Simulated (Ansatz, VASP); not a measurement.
# Cross-check of BaTiO3 between VASP and Ansatz, part 2 of 3

Wanted: the spread between two codes on one cell, functional and k mesh.  Other levels of theory on this material are compared in a session of their own.

VASP 6.6.1 and Ansatz 0.2.0.

So far. Step 3 (VASP: band structure, r2SCAN): The run ends at a pressure of 0.38 GPa.

### Step 4. Side by side

Known differences besides the potentials themselves: VASP keeps PBE cores, Ansatz makes them for the functional; the cutoff is 500 eV in Ansatz and 520 eV in VASP. Total energies have different zeros and are not compared.

Compared:

```
                                        quantity  Ansatz   VASP  difference
                                  pressure (GPa)   -1.55   0.38       -1.94
pressure without Ansatz's Pulay correction (GPa)   -1.62   0.38       -2.00
                   gap over the path points (eV)   2.133  2.110      +0.023
```

Levels at points of the path, from each program's valence-band top (eV; 4 filled, then empty):

```
k (reciprocal lattice)                                  Ansatz                                    VASP
     0.000 0.000 0.000  -1.14 -0.12 -0.12 -0.12 2.13 2.13 2.13  -1.12 -0.16 -0.16 -0.16 2.11 2.11 2.11
     0.000 0.100 0.000  -1.22 -0.38 -0.19 -0.19 2.14 2.33 2.33  -1.21 -0.42 -0.24 -0.24 2.12 2.31 2.31
     0.000 0.200 0.000  -1.41 -0.92 -0.36 -0.36 2.17 2.79 2.79  -1.43 -0.97 -0.40 -0.40 2.16 2.78 2.78
     0.000 0.300 0.000  -1.64 -1.43 -0.53 -0.53 2.21 3.30 3.30  -1.67 -1.48 -0.58 -0.58 2.21 3.29 3.29
     0.000 0.433 0.000  -1.80 -1.80 -0.68 -0.68 2.25 3.75 3.75  -1.81 -1.81 -0.73 -0.73 2.25 3.75 3.75
     0.000 0.500 0.000  -1.81 -1.81 -0.70 -0.70 2.25 3.82 3.82  -1.83 -1.83 -0.75 -0.75 2.26 3.82 3.82
     0.100 0.500 0.000  -1.77 -1.21 -0.88 -0.83 2.43 3.82 3.84  -1.82 -1.24 -0.92 -0.88 2.44 3.82 3.83
     0.200 0.500 0.000  -1.50 -1.12 -1.09 -0.68 2.86 3.82 3.91  -1.55 -1.17 -1.13 -0.71 2.86 3.82 3.90
     0.333 0.500 0.000  -1.52 -1.10 -1.01 -0.23 3.48 3.83 4.10  -1.56 -1.14 -1.05 -0.26 3.47 3.82 4.09
     0.433 0.500 0.000  -1.71 -0.89 -0.88 -0.08 3.77 3.84 4.24  -1.75 -0.93 -0.92 -0.12 3.77 3.83 4.23
```

Among the levels compared at these points, filled levels agree within 61 meV and empty ones within 23 meV. Ansatz's pressure holds a Pulay correction of 0.06 GPa; VASP's holds none.

### Step 5. Further runs

Further runs change the set-up of one program: Ansatz's method, potentials or start, or VASP's data sets, cutoff or form of LDA. The table gives Ansatz less VASP for each quantity, since a change that brings one quantity closer may part another.

```
                                        run  pressure (GPa)  gap over the path points (eV)  pressure without Ansatz's Pulay correction (GPa)
                                   as above            -1.9                          0.023                                              -2.0
                       cores kept as stored            -2.0                          0.023                                              -2.0
          Ansatz's all-electron LAPW method            -2.0                          0.017                                                  
    Ansatz's larger PAW set (cutoff 910 eV)            -2.0                          0.016                                                  
norm-conserving potentials (cutoff 1290 eV)            -2.0                          0.023
```

### Step 6. Ansatz: dielectric response, PBE

The response to a field tests empty states and converges slowly with the mesh.

Contents of input.yaml:

```yaml
crystal:
  lattice:
    - [4.006, 0.0, 0.0]
    - [0.0, 4.006, 0.0]
    - [0.0, 0.0, 4.006]
  atoms:
    - { symbol: Ba, position: [0.5, 0.5, 0.5] }
    - { symbol: Ti, position: [0.0, 0.0, 0.0] }
    - { symbol: O, position: [0.5, 0.0, 0.0] }
    - { symbol: O, position: [0.0, 0.5, 0.0] }
    - { symbol: O, position: [0.0, 0.0, 0.5] }
hamiltonian:
  xc: pbe
  pseudopotentials: { kind: paw }
kpoints:
  mp_grid: { grid: [10, 10, 10] }
scf:
  occupations: { method: fixed }
dielectric:
  method: response
```

The run is started by

```
ansatz run input.yaml --threads 2 --pin off --max-ram 4608MiB --backend cpu --events-out ev --progress --plain --runs-dir out
```

Numbers of over 12 decimals in the logs are rounded to 6 here.

What it wrote:

```text
[...]
Crystal: 5 atoms, lattice volume = 64.288 Å³
Basis set: ecut = 420 eV, 1237 PW (Γ), exchange–correlation on 54×54×54 points (8 copies of the dense FFT grid, shifted against one another)
Bands: 25, of which v1, the nominal top of the filled ones, is band 20 counted from 1 (19 counted from 0)
Symmetry: 48 space group operations
k-points: 126 of 1000 (irreducible under 8 space group operations, time reversal used)
[...]
site 2:
[...]
site 3:
[...]
-0.00000    0.00000   -2.14388
    site 4:
        -2.14388   -0.00000    0.00000
        -0.00000   -2.14388    0.00000
        -0.00000    0.00000   -5.85572
  Z* charge neutrality: 2.742e-3 e pre-enforcement
  solved inside a basis spanned on kpoints, on 10×10×10 k-points, its susceptibility summed on 14×14×14: ε∞ is read to err by 2.0e-2, Z* by 2.5e-2 e (field_mesh: kpoints solves on kpoints); Z* is corrected for what the basis lacks
[key lines of the parts left out:]
SCF converged after 8 iterations
Free energy (F): -10159.563262 eV
Fermi energy:    10.266049 eV
```

Elapsed: 1.8 min, on 2 threads of Arm Neoverse N1, shared host; peak memory 1.1 GiB; 3.6 min of CPU time.

### Step 7. VASP: dielectric response, PBE

The same cell, functional and mesh now go to VASP, with its own data sets and cutoff.

Contents of INCAR:

```
SYSTEM = BaTiO3
PREC = Accurate
ENCUT = 520
EDIFF = 1E-08
NELM = 100
ISMEAR = 0
SIGMA = 0.01
LREAL = .FALSE.
ALGO = Normal
GGA = PE
NBANDS = 26
LASPH = .TRUE.
LORBIT = 11
LWAVE = .FALSE.
LCHARG = .FALSE.
KPAR = 8
LEPSILON = .TRUE.
```

Contents of POSCAR:

```
BaTiO3
1.0
    4.0060000000      0.0000000000      0.0000000000
    0.0000000000      4.0060000000      0.0000000000
    0.0000000000      0.0000000000      4.0060000000
Ba Ti O
1 1 3
Direct
    0.5000000000      0.5000000000      0.5000000000
    0.0000000000      0.0000000000      0.0000000000
    0.5000000000      0.0000000000      0.0000000000
    0.0000000000      0.5000000000      0.0000000000
    0.0000000000      0.0000000000      0.5000000000
```

Contents of KPOINTS:

```
Automatic mesh
0
Gamma
10 10 10
0 0 0
```

Potentials, in the order of the species: Ba_sv, Ti_sv and O (PBE family, release 64).

The run is started by

```
mpirun -np 8 vasp_std
```

What it wrote:

```text
[banner, memory and clock lines left out]
running    8 mpi-ranks, on    1 nodes
[...]
[... a notice as in an earlier step ...]

 LDA part: xc-table for (Slater+PW92), standard interpolation
 POSCAR, INCAR and KPOINTS ok, starting setup
[...]
entering main loop
       N       E                     dE             d eps       ncg     rms          rms(c)
DAV:   1     0.434933595140E+03    0.43493E+03   -0.20636E+04  2912   0.164E+03
DAV:   2    -0.109395277124E+02   -0.44587E+03   -0.43154E+03  3558   0.441E+02
DAV:   3    -0.490615366009E+02   -0.38122E+02   -0.37727E+02  3368   0.137E+02
DAV:   4    -0.509587559534E+02   -0.18972E+01   -0.18949E+01  4568   0.271E+01
[...]
DAV:  16    -0.399708445650E+02    0.14254E-06   -0.64476E-07  3694   0.837E-03    0.127E-03
DAV:  17    -0.399708445945E+02   -0.29472E-07   -0.10105E-07  3664   0.303E-03    0.294E-04
DAV:  18    -0.399708445954E+02   -0.92359E-09   -0.50707E-09  1954   0.655E-04
   1 F= -.39970845E+02 E0= -.39970845E+02  d E =-.153373E-29
[...]
RMM:  22    -0.108009412659E+01    0.77833E-05   -0.28061E-05 13962   0.239E-03    0.229E-03
RMM:  23    -0.108010436663E+01   -0.10240E-04   -0.18219E-05 13780   0.234E-03    0.208E-03
 change of polarisation eV/A/(eV/A) component  2 :    -0.304     2.038    -0.283
 dielectric tensor                  component  2 :    -0.856     6.736    -0.798
 Linear response to external field, progress :
  Direction:   3
       N       E                     dE             d eps       ncg     rms          rms(c)
RMM:   1    -0.957551009950E+00   -0.95755E+00   -0.37805E+00 11532   0.922E+00
RMM:   2    -0.103335418508E+01   -0.75803E-01   -0.15049E-01 12867   0.187E+00    0.132E+00
RMM:   3    -0.102718059824E+01    0.61736E-02   -0.81163E-02 12900   0.133E+00    0.754E-01
RMM:   4    -0.105966803222E+01   -0.32487E-01   -0.47723E-02 12777   0.115E+00    0.206E-01
[...]
RMM:  17    -0.108011426290E+01   -0.13679E-04   -0.19402E-05 14074   0.387E-03    0.146E-03
RMM:  18    -0.108011333990E+01    0.92300E-06   -0.32696E-05 13861   0.327E-03    0.172E-03
RMM:  19    -0.108013333874E+01   -0.19999E-04   -0.63072E-06 13904   0.301E-03    0.145E-03
 change of polarisation eV/A/(eV/A) component  3 :    -0.249    -0.339     2.038
 dielectric tensor                  component  3 :    -0.701    -0.953     6.736
 Born effective charges drift removed
```

OUTCAR, selected parts (step 7):

```text
  Total        1.3730317      1.3730317      1.3730317      0.0000000      0.0000000      0.0000000
  in kB       34.2182899     34.2182899     34.2182899      0.0000000      0.0000000      0.0000000
  external PRESSURE =      34.2182899 kB  Pullay stress =       0.0000000 kB

 POSITION                                       TOTAL-FORCE (eV/Angst)
 -----------------------------------------------------------------------------------
      2.00300      2.00300      2.00300         0.000000      0.000000      0.000000
      0.00000      0.00000      0.00000         0.000000      0.000000      0.000000
      2.00300      0.00000      0.00000         0.000000      0.000000      0.000000
      0.00000      2.00300      0.00000         0.000000      0.000000      0.000000
      0.00000      0.00000      2.00300         0.000000      0.000000      0.000000
 -----------------------------------------------------------------------------------
    total drift:                                0.000000     -0.000000      0.000000

 MACROSCOPIC STATIC DIELECTRIC TENSOR (including local field effects in DFT)
 ------------------------------------------------------
           6.736411    -0.000000     0.000000
           0.000000     6.736411    -0.000000
           0.000000     0.000000     6.736411
 ------------------------------------------------------

[... 1 part as in an earlier step ...]

[... 1 further part left out ...]
```

Energies printed during the response cycles are not total energies of the cell. The dielectric response converges more slowly with the mesh than energies do, so tensor and charges may still move on a finer one. At this level the cell is under a pressure of 3.4 GPa, so at these settings it is away from equilibrium.

### Step 8. Differences

What differs besides the data sets and the points named for the pairs above, as far as they apply: VASP's response is taken on the typed mesh, Ansatz refines its own for the field response alone; the cutoff is 420 eV in Ansatz and 520 eV in VASP. Total energies have different zeros and are not compared.

Compared:

```
                                     quantity  Ansatz   VASP  difference
                                        ε∞ xx    6.69   6.74     -0.67 %
                                        ε∞ yy    6.69   6.74     -0.67 %
                                        ε∞ zz    6.69   6.74     -0.67 %
Born charge of Ba1 (mean of the diagonal) (e)    2.76   2.75       +0.02
Born charge of Ti2 (mean of the diagonal) (e)    7.38   7.43       -0.05
 Born charge of O3 (mean of the diagonal) (e)   -3.38  -3.39       +0.01
```

### Step 9. VASP: band structure, PBE, spin-orbit coupling

The same path points are solved in both programs, so levels can be compared one by one.

Contents of INCAR:

```
SYSTEM = BaTiO3
PREC = Accurate
ENCUT = 520
EDIFF = 1E-06
NELM = 100
ISMEAR = 0
SIGMA = 0.02
LREAL = .FALSE.
ALGO = Normal
GGA = PE
LNONCOLLINEAR = .TRUE.
MAGMOM = 0 0 0 0 0 0 0 0 0 0 0 0 0 0 0
NBANDS = 52
GGA_COMPAT = .FALSE.
LASPH = .TRUE.
LSORBIT = .TRUE.
LMAXMIX = 4
LORBIT = 11
LWAVE = .FALSE.
LCHARG = .FALSE.
KPAR = 8
```

POSCAR is that of step 7.

Contents of KPOINTS:

```
Automatic mesh
0
Gamma
5 5 5
0 0 0
```

Contents of KPOINTS_OPT:

```
Line mode
16
Line-mode
Reciprocal
  0.00000000   0.00000000   0.00000000 GAMMA
  0.00000000   0.50000000   0.00000000 X

  0.00000000   0.50000000   0.00000000 X
  0.50000000   0.50000000   0.00000000 M

  0.50000000   0.50000000   0.00000000 M
  0.00000000   0.00000000   0.00000000 GAMMA

  0.00000000   0.00000000   0.00000000 GAMMA
  0.50000000   0.50000000   0.50000000 R

  0.50000000   0.50000000   0.50000000 R
  0.00000000   0.50000000   0.00000000 X

  0.50000000   0.50000000   0.00000000 M
  0.50000000   0.50000000   0.50000000 R
```

The run is started by

```
mpirun -np 8 vasp_ncl
```

What it wrote:

```text
[... set-up lines as in an earlier step ...]
 entering main loop
       N       E                     dE             d eps       ncg     rms          rms(c)
DAV:   1     0.499236803252E+03    0.49924E+03   -0.19773E+04  1040   0.166E+03
DAV:   2     0.270084709395E+02   -0.47223E+03   -0.44096E+03  1140   0.472E+02
DAV:   3    -0.464505795100E+02   -0.73459E+02   -0.71959E+02  1412   0.183E+02
DAV:   4    -0.509980496909E+02   -0.45475E+01   -0.45346E+01  1464   0.427E+01
[...]
DAV:  13    -0.401646397988E+02   -0.22363E-04   -0.14008E-04  1296   0.101E-01    0.297E-02
DAV:  14    -0.401646288352E+02    0.10964E-04   -0.29857E-05  1476   0.781E-02    0.126E-02
DAV:  15    -0.401646294723E+02   -0.63702E-06   -0.44606E-06  1280   0.288E-02
   1 F= -.40164629E+02 E0= -.40164629E+02  d E =-.358379E-11  mag=     0.0000    -0.0000    -0.0000
 Start KPOINTS_OPT (optional k-point list driver)
k-point batch [1-10\96]
       N       E                     dE             ncg
DAV:   1     0.931286898866E+03   -0.12804E+03     1040
DAV:   2    -0.326717794944E+04   -0.41985E+04     1140
DAV:   3    -0.386753403339E+04   -0.60036E+03     1488
DAV:   4    -0.391479625242E+04   -0.47262E+02     1376
[...]
DAV:   8    -0.391753320208E+04   -0.38274E-04     1456
DAV:   9    -0.391753320415E+04   -0.20673E-05     1112
DAV:  10    -0.391753320425E+04   -0.95499E-07      748
[...]
k-point batch [91-96\96]
       N       E                     dE             ncg
DAV:   1     0.612170139794E+04   -0.84201E+04      624
DAV:   2     0.356081358310E+04   -0.25609E+04      676
DAV:   3     0.316478249436E+04   -0.39603E+03      960
DAV:   4     0.314033218657E+04   -0.24450E+02      824
DAV:   5     0.313925305059E+04   -0.10791E+01      944
DAV:   6     0.313922856064E+04   -0.24490E-01      800
DAV:   7     0.313922781019E+04   -0.75045E-03      976
DAV:   8     0.313922778680E+04   -0.23389E-04      804
DAV:   9     0.313922778630E+04   -0.49916E-06      672
```

OUTCAR, selected parts (step 9):

```text
  Total        1.3696737      1.3696737      1.3696737     -0.0000000     -0.0000000      0.0000000
  in kB       34.1346035     34.1346035     34.1346035     -0.0000000     -0.0000000      0.0000000
  external PRESSURE =      34.1346035 kB  Pullay stress =       0.0000000 kB

 POSITION                                       TOTAL-FORCE (eV/Angst)
 -----------------------------------------------------------------------------------
      2.00300      2.00300      2.00300         0.000000      0.000000      0.000000
      0.00000      0.00000      0.00000         0.000000      0.000000      0.000000
      2.00300      0.00000      0.00000         0.000000      0.000000      0.000000
      0.00000      2.00300      0.00000         0.000000      0.000000      0.000000
      0.00000      0.00000      2.00300         0.000000      0.000000      0.000000
 -----------------------------------------------------------------------------------
    total drift:                               -0.000000     -0.000000     -0.000000

  FREE ENERGIE OF THE ION-ELECTRON SYSTEM (eV)
  ---------------------------------------------------
  free  energy   TOTEN  =       -40.1646294723 eV

  energy  without entropy=      -40.1646294723  energy(sigma->0) =      -40.16462947

 magnetization (x)
# of ion       s       p       d       tot
------------------------------------------
    1       -0.000   0.000   0.000  -0.000
    2        0.000   0.000   0.000   0.000
    3        0.000   0.000   0.000   0.000
    4       -0.000  -0.000   0.000  -0.000
    5       -0.000  -0.000   0.000  -0.000
--------------------------------------------------
tot          0.000  -0.000   0.000  -0.000

 magnetization (y)
# of ion       s       p       d       tot
------------------------------------------
    1       -0.000  -0.000   0.000  -0.000
    2       -0.000  -0.000  -0.000  -0.000
    3        0.000   0.000   0.000   0.000
    4       -0.000   0.000   0.000   0.000
    5        0.000   0.000   0.000   0.000
--------------------------------------------------
tot          0.000   0.000  -0.000   0.000

 magnetization (z)
# of ion       s       p       d       tot
------------------------------------------
    1        0.000  -0.000   0.000   0.000
    2       -0.000  -0.000   0.000  -0.000
    3        0.000   0.000   0.000   0.000
    4       -0.000  -0.000   0.000  -0.000
    5       -0.000   0.000   0.000   0.000
--------------------------------------------------
tot         -0.000  -0.000   0.000  -0.000

[... 1 part as in an earlier step ...]

[... 2 further parts left out ...]
[key lines of the parts left out:]
E-fermi :   3.7999
```

The run ends at a pressure of 3.41 GPa.

(Continued in part 3 of 3.)

[Lines on the potential files, build, host, timing and source positions are cut from VASP's logs without a mark.]

[Logs are printed without paths, hosts, clocks, repeated set-up lines and the standing remarks that a program may print on its own settings, such as how far it seeks lower states.]

[Hosts, paths, dates, database ids (printed as entryN), source tags and the programs' standing remarks are cut or masked in the printed files.]
